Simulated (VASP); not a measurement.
Li, 1 atom in the cell. Symmetry: Im-3m, No. 229, cubic system. The conventional cell has a = 3.479 Å, b = 3.479 Å, c = 3.479 Å, α = 90.00°, β = 90.00°, γ = 90.00°. Li (site symmetry m-3m) is surrounded by 8 Li at 3.01 Å. 

```yaml
Program: VASP 6.6.1
Task: relaxation of cell and atoms
Functional: r2SCAN
Potentials_or_basis: VASP PAW PBE potentials, release 64 (Li_sv)
Cutoff: 600 eV
k_mesh: 16 × 16 × 16
Occupations: gaussian, width 0.1 eV
Spin: no spin polarisation
Further_INCAR_settings: ALGO = Normal; EDIFF = 1e-07; IBRION = 2; EDIFFG = -0.005; NSW = 90; ISIF = 3
```

Potentials or basis: VASP PAW PBE potentials, release 64 (Li_sv).

Run with:

```bash
$ cat potpaw_PBE.64/Li_sv/POTCAR > POTCAR
$ mpirun -np 1 vasp_std > vasp.out
```

Hardware: 1 thread of Intel(R) Xeon(R) 6975P-C (Granite Rapids), on a shared host.

Problem. How long does it take, and how much memory?

Solution. Wall time 70 s on 1 thread of Intel(R) Xeon(R) 6975P-C (Granite Rapids), with other jobs on the host, peak memory 0.13 GiB. Counts: scf iterations 61, k points 145, ion steps 3.
